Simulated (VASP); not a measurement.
# TiC3 (P6/mmm) in VASP: settings compared

Aim: see how the results for TiC3 move with the level of theory and the settings. Levels: PBE, r2SCAN. Tasks: relaxation of cell and atoms, single point.

All numbers are computed with VASP 6.6.1; they aren't measurements. Logs are shortened: lines on timing, memory, paths and dates and some standing lists are left out, and cuts for length are marked.

### 1 The crystal as given

The structure is hexagonal, space group P6/mmm (No. 191). Conventional cell: a = 4.487 Å, b = 4.487 Å, c = 3.751 Å, α = 90.00°, β = 90.00°, γ = 120.00°. Ti (site symmetry -6m2) has 12 C at 2.40 Å and 3 Ti at 2.59 Å as nearest neighbours. Around C (site symmetry m2m) lie 3 C at 1.49 to 1.51 Å.

The cell was built by a generator and needn't be a form met in nature.

### 2 Relaxation of cell and atoms, PBE

INCAR reads:

```
SYSTEM = TiC3
PREC = Accurate ; ENCUT = 520
EDIFF = 1E-6 ; ISMEAR = 0
SIGMA = 0.1 ; LREAL = .FALSE.
LASPH = .TRUE. ; NELM = 120
ALGO = Normal ; ISIF = 3
LWAVE = .FALSE. ; LCHARG = .FALSE.
GGA = PE ; IBRION = 2
NSW = 90 ; EDIFFG = -0.01
KPAR = 4
```

KPOINTS reads:

```
Automatic mesh
0
G
  8 8 8
  0 0 0
```

POSCAR reads:

```
TiC3
1.0
    4.4869373700      0.0000000000      0.0000000000
   -2.2434686900      3.8858017500      0.0000000000
    0.0000000000      0.0000000000      3.7510000000
Ti C
2 6
Direct
    0.3333333300      0.6666666700      0.0000000000
    0.6666666700      0.3333333300      0.0000000000
    0.6681053300      0.0000000000      0.5000000000
    0.6681053300      0.6681053300      0.5000000000
    0.0000000000      0.3318946700      0.5000000000
    0.3318946700      0.3318946700      0.5000000000
    0.3318946700      0.0000000000      0.5000000000
    0.0000000000      0.6681053300      0.5000000000
```

Potentials or basis: VASP PAW PBE potentials, release 64 (Ti_sv, C).

Started as:

```
cat potpaw_PBE.64/Ti_sv/POTCAR potpaw_PBE.64/C/POTCAR > POTCAR
mpirun -np 4 vasp_std > vasp.out
```

OUTCAR:

```text
SYSTEM = TiC3
   PREC = Accurate
   ENCUT = 520
   EDIFF = 1E-6
   ISMEAR = 0
   LREAL = .FALSE.
   LASPH = .TRUE.
   NELM = 120
   ISIF = 3
   GGA = PE
   IBRION = 2
   NSW = 90
   EDIFFG = -0.01

 ion  position               nearest neighbor table
   1  0.333  0.667  0.000-   8 2.40   8 2.40   7 2.40   7 2.40   3 2.40   3 2.40   5 2.40   5 2.40
                             4 2.40   4 2.40   6 2.40   6 2.40   2 2.59   2 2.59   2 2.59
   2  0.667  0.333  0.000-   5 2.40   5 2.40   3 2.40   3 2.40   7 2.40   7 2.40   8 2.40   8 2.40
                             6 2.40   6 2.40   4 2.40   4 2.40   1 2.59   1 2.59   1 2.59
   3  0.668  0.000  0.500-   5 1.49   4 1.49   7 1.51   2 2.40   2 2.40   1 2.40   1 2.40
   4  0.668  0.668  0.500-   8 1.49   3 1.49   6 1.51   1 2.40   1 2.40   2 2.40   2 2.40
   5  0.000  0.332  0.500-   3 1.49   6 1.49   8 1.51   2 2.40   2 2.40   1 2.40   1 2.40
   6  0.332  0.332  0.500-   5 1.49   7 1.49   4 1.51   2 2.40   2 2.40   1 2.40   1 2.40
   7  0.332  0.000  0.500-   8 1.49   6 1.49   3 1.51   1 2.40   1 2.40   2 2.40   2 2.40
   8  0.000  0.668  0.500-   7 1.49   4 1.49   5 1.51   1 2.40   1 2.40   2 2.40   2 2.40

  LATTYP: Found a hexagonal cell.
 ALAT       =     4.4869373700
 C/A-ratio  =     0.8359822504

  Lattice vectors:

 A1 = (   4.4869373700,   0.0000000000,   0.0000000000)
 A2 = (  -2.2434686900,   3.8858017500,   0.0000000000)
 A3 = (   0.0000000000,   0.0000000000,   3.7510000000)

Analysis of symmetry for initial positions (statically):
=====================================================================
 Subroutine PRICEL returns:
 Original cell was already a primitive cell.

 Routine SETGRP: Setting up the symmetry group for a
 hexagonal supercell.

 Subroutine GETGRP returns: Found 24 space group operations
 (whereof 24 operations were pure point group operations)
 out of a pool of 24 trial point group operations.

The static configuration has the point symmetry D_6h.

Analysis of symmetry for dynamics (positions and initial velocities):
=====================================================================
 Subroutine PRICEL returns:
 Original cell was already a primitive cell.

 Routine SETGRP: Setting up the symmetry group for a
 hexagonal supercell.

 Subroutine GETGRP returns: Found 24 space group operations
 (whereof 24 operations were pure point group operations)
 out of a pool of 24 trial point group operations.

The dynamic configuration has the point symmetry D_6h.

 Subroutine INISYM returns: Found 24 space group operations
 (whereof 24 operations are pure point group operations),
 and found     1 'primitive' translations

----------------------------------------------------------------------------------------

                                     Primitive cell

  volume of cell :      65.4000

  direct lattice vectors                    reciprocal lattice vectors
     4.486937370  0.000000000  0.000000000     0.222869168  0.128673575  0.000000000
    -2.243468690  3.885801750  0.000000000     0.000000000  0.257347149  0.000000000
     0.000000000  0.000000000  3.751000000     0.000000000  0.000000000  0.266595575

  length of vectors
     4.486937370  4.486937375  3.751000000     0.257347149  0.257347149  0.266595575

  position of ions in fractional coordinates (direct lattice)
     0.333333330  0.666666670  0.000000000
     0.666666670  0.333333330  0.000000000
     0.668105330  0.000000000  0.500000000
     0.668105330  0.668105330  0.500000000
     0.000000000  0.331894670  0.500000000
     0.331894670  0.331894670  0.500000000
     0.331894670  0.000000000  0.500000000
     0.000000000  0.668105330  0.500000000

  ion indices of the primitive-cell ions
   primitive index   ion index
                 1           1
                 2           2
                 3           3
                 4           4
                 5           5
                 6           6
                 7           7
                 8           8

----------------------------------------------------------------------------------------

 KPOINTS: Automatic mesh

Automatic generation of k-mesh.
 Grid dimensions read from file:
 generate k-points for:    8    8    8

 Generating k-lattice:

  Cartesian coordinates                     Fractional coordinates (reciprocal lattice)
     0.027858646  0.016084197  0.000000000     0.125000000  0.000000000  0.000000000
     0.000000000  0.032168394  0.000000000     0.000000000  0.125000000  0.000000000
     0.000000000  0.000000000  0.033324447     0.000000000  0.000000000  0.125000000

  Length of vectors
     0.032168394  0.032168394  0.033324447

  Shift w.r.t. Gamma in fractional coordinates (k-lattice)
     0.000000000  0.000000000  0.000000000

 Subroutine IBZKPT returns following result:
 ===========================================

 Found     50 irreducible k-points:

 Following reciprocal coordinates:
            Coordinates               Weight
  0.000000  0.000000  0.000000      1.000000
  0.125000  0.000000  0.000000      6.000000
  0.250000  0.000000  0.000000      6.000000
  0.375000  0.000000  0.000000      6.000000
  0.500000  0.000000  0.000000      3.000000
  0.125000  0.125000  0.000000      6.000000
[... 16 lines left out ...]
  0.250000  0.000000  0.250000     12.000000
  0.375000  0.000000  0.250000     12.000000
 [... further k-points ...]
   k-points           NKPTS =     50   k-points in BZ     NKDIM =     50   number of bands    NBANDS=     29
   number of dos      NEDOS =    301   number of ions     NIONS =      8
   total plane-waves  NPLWV =  36288
   dimension x,y,z NGX =    36 NGY =   36 NGZ =   28
   dimension x,y,z NGXF=    72 NGYF=   72 NGZF=   56
   ions per type =               2   6
   NGX,Y,Z   is equivalent  to a cutoff of  13.34, 13.34, 12.41 a.u.
   NGXF,Y,Z  is equivalent  to a cutoff of  26.68, 26.68, 24.82 a.u.
 SYSTEM =  TiC3
   PREC   = accura    normal or accurate (medium, high low for compatibility)
   ISTART =      0    job   : 0-new  1-cont  2-samecut
   ICHARG =      2    charge: 1-file 2-atom 10-const
   ISPIN  =      1    spin polarized calculation?
   LNONCOLLINEAR =      F non collinear calculations
   LSORBIT =      F    spin-orbit coupling
   LASPH  =      T    aspherical Exc in radial PAW
   ENCUT  =  520.0 eV  38.22 Ry    6.18 a.u.   8.34  8.34  6.97*2*pi/ulx,y,z
   NELM   =    120;   NELMIN=  2; NELMDL= -5     # of ELM steps
   EDIFF  = 0.1E-05   stopping-criterion for ELM
   LREAL  =      F    real-space projection
   EDIFFG = -.1E-01   stopping-criterion for IOM
   NSW    =     90    number of steps for IOM
   IBRION =      2    ionic relax: 0-MD 1-quasi-New 2-CG
   NFREE  =      1    steps in history (QN), initial steepest desc. (CG)
   ISIF   =      3    stress and relaxation
   ISYM   =      2    0-nonsym 1-usesym 2-fastsym
   POTIM  = 0.5000    time-step for ionic-motion
   TEBEG  =    0.0;   TEEND  =   0.0 temperature during run
   PSTRESS=    0.0 pullay stress
   NELECT =      48.0000    total number of electrons
   NUPDOWN=      -1.0000    fix difference up-down
   EMIN   =  10.00;   EMAX   =-10.00  energy-range for DOS
   EFERMI =   0.00;   METHOD = LEGACY
   ISMEAR =     0;   SIGMA  =   0.10  broadening in eV -4-tet -1-fermi 0-gaus
   EFERMI_NEDOS =   21; number of points for ismear=-14 and -15
   IALGO  =     38    algorithm
   IMIX   =      4    mixing-type and parameters
     AMIX     =   0.40;   BMIX     =  1.00
     AMIX_MAG =   1.60;   BMIX_MAG =  1.00
  volume/ion in A,a.u.               =       8.17        55.17
  Fermi-wavevector in a.u.,A,eV,Ry     =   1.476713  2.790582 29.669958  2.180680
  Thomas-Fermi vector in A             =   2.591206
   LORBIT       =      0    0 simple, 1 ext, 2 COOP (PROOUT), +10 PAW based schemes
   GGA     = PE    functional components
   LHFCALC =     F    Hartree Fock is set to
   AEXX    =    0.0000 exact exchange contribution
   IVDW    =     0    specifies the selected vdW correction
   LEPSILON=     F    determine dielectric tensor
   LRPA    =     F    only Hartree local field effects (RPA)
 conjugate gradient relaxation of ions
 non-spin polarized calculation
 Gauss-broadening in eV      SIGMA  =   0.10
  energy-cutoff  :      520.00
  volume of cell :       65.40
 maximum number of plane-waves:      1802
 NGX is ok and might be reduce to    36
   NGX = 17   NGY = 17   NGZ = 13

--------------------------------------- Ionic step        1  -------------------------------------------

 number of electron      48.0000003 magnetization

 Free energy of the ion-electron system (eV)
  ---------------------------------------------------
  ext. energy  EPLUGINS =         0.00000000
  ---------------------------------------------------
  free energy    TOTEN  =       -68.34351215 eV

  energy without entropy =      -68.32400694  energy(sigma->0) =      -68.33375955

------------------------ aborting loop because EDIFF is reached ----------------------------------------

  FORCE on cell =-STRESS in cart. coord.  units (eV):
  Direction    XX          YY          ZZ          XY          YZ          ZX
  --------------------------------------------------------------------------------------
  -------------------------------------------------------------------------------------
  Total       -0.0568064     -0.0568064      0.6422947      0.0000000     -0.0000000      0.0000000
  in kB       -1.3916493     -1.3916493     15.7350168      0.0000000     -0.0000000      0.0000000
  external PRESSURE =       4.3172394 kB  Pullay stress =       0.0000000 kB
[... 153 lines left out ...]
  energy  without entropy=      -68.3270463380  energy(sigma->0) =      -68.33659869

--------------------------------------- Ionic step        5  -------------------------------------------

 number of electron      48.0000012 magnetization

 Free energy of the ion-electron system (eV)
  ---------------------------------------------------
  ext. energy  EPLUGINS =         0.00000000
  ---------------------------------------------------
  free energy    TOTEN  =       -68.34621799 eV

  energy without entropy =      -68.32714236  energy(sigma->0) =      -68.33668018

 E-fermi :  11.1617     XC(G=0): -12.4997

 val. band max:       11.1391109362   @ k =   0.2500   0.2500   0.2500
 cond. band min:      11.1741990739   @ k =   0.3750   0.2500   0.2500
 fundamental gap:      0.0350881377
 Fermi energy:        11.1616653766

 k-point     1 :       0.0000    0.0000    0.0000
  band No.  band energies     occupation
      1     -46.0900      2.00000
      2     -45.8563      2.00000
      3     -22.6620      2.00000
      4     -22.6620      2.00000
      5     -22.6043      2.00000
      6     -22.3660      2.00000
[... 757 lines left out ...]
     28      13.0594      0.00000
     29      13.4424      0.00000

 [... further k-points ...]

------------------------ aborting loop because EDIFF is reached ----------------------------------------

  FORCE on cell =-STRESS in cart. coord.  units (eV):
  Direction    XX          YY          ZZ          XY          YZ          ZX
  --------------------------------------------------------------------------------------
  -------------------------------------------------------------------------------------
  Total       -0.0207043     -0.0207043      0.0154056      0.0000000      0.0000000      0.0000000
  in kB       -0.5045908     -0.5045908      0.3754547      0.0000000      0.0000000      0.0000000
  external PRESSURE =      -0.2112423 kB  Pullay stress =       0.0000000 kB
[... 23 lines left out ...]
  FREE ENERGIE OF THE ION-ELECTRON SYSTEM (eV)
  ---------------------------------------------------
  free  energy   TOTEN  =       -68.3462179862 eV

  energy  without entropy=      -68.3271423641  energy(sigma->0) =      -68.33668018

 reached required accuracy - stopping structural energy minimisation
```

It took 44 s on 4 MPI ranks of AMD EPYC 9R45 (Zen 5), shared host; peak memory 0.22 GiB.

What came out:

```yaml
Free_energy: -68.3462 eV
Relaxed_volume: 8.22 Å³/atom
Relaxed_cell: a = 4.482 Å, b = 4.482 Å, c = 3.779 Å, α = 90.00°, β = 90.00°, γ = 120.00°
Space_group_after_relaxing_to_0.05_Å: P6/mmm (No. 191)
Energy_gained_by_relaxing: 0.3 meV/atom
Ionic_steps: 5
Pressure_after_relaxing: 0.0 GPa
Band_gap_on_the_k_mesh: none (metal or under the smearing width)
```

Forces on the atoms (eV/Å):
```
Ti   0.000  0.000  0.000
Ti   0.000  0.000  0.000
C   -0.002  0.000  0.000
C   -0.001 -0.002  0.000
C   -0.001  0.002  0.000
C    0.001  0.002  0.000
C    0.002  0.000  0.000
C    0.001 -0.002  0.000
```

Step by step:
| step | energy change (eV) | largest force (eV/Å) | pressure (GPa) | volume (Å³) |
| --- | --- | --- | --- | --- |
| 1 | 0.0000 | 0.0594 | 0.43 | 65.40 |
| 2 | -0.0015 | 0.1137 | 0.03 | 65.61 |
| 3 | -0.0015 | 0.0873 | 0.05 | 65.58 |
| 4 | -0.0026 | 0.0194 | -0.01 | 65.70 |
| 5 | -0.0027 | 0.0021 | -0.02 | 65.74 |

Final structure:
```yaml
crystal:
  lattice:
    - [4.48167, 0.00000, 0.00000]
    - [-2.24083, 3.88124, 0.00000]
    - [0.00000, 0.00000, 3.77940]
  atoms:
    - { symbol: Ti, position: [0.33333, 0.66667, 0.00000] }
    - { symbol: Ti, position: [0.66667, 0.33333, 0.00000] }
    - { symbol: C, position: [0.66784, 0.00000, 0.50000] }
    - { symbol: C, position: [0.66784, 0.66784, 0.50000] }
    - { symbol: C, position: [0.00000, 0.33216, 0.50000] }
    - { symbol: C, position: [0.33216, 0.33216, 0.50000] }
    - { symbol: C, position: [0.33216, 0.00000, 0.50000] }
    - { symbol: C, position: [0.00000, 0.66784, 0.50000] }
```

[end of part 1 of 2]
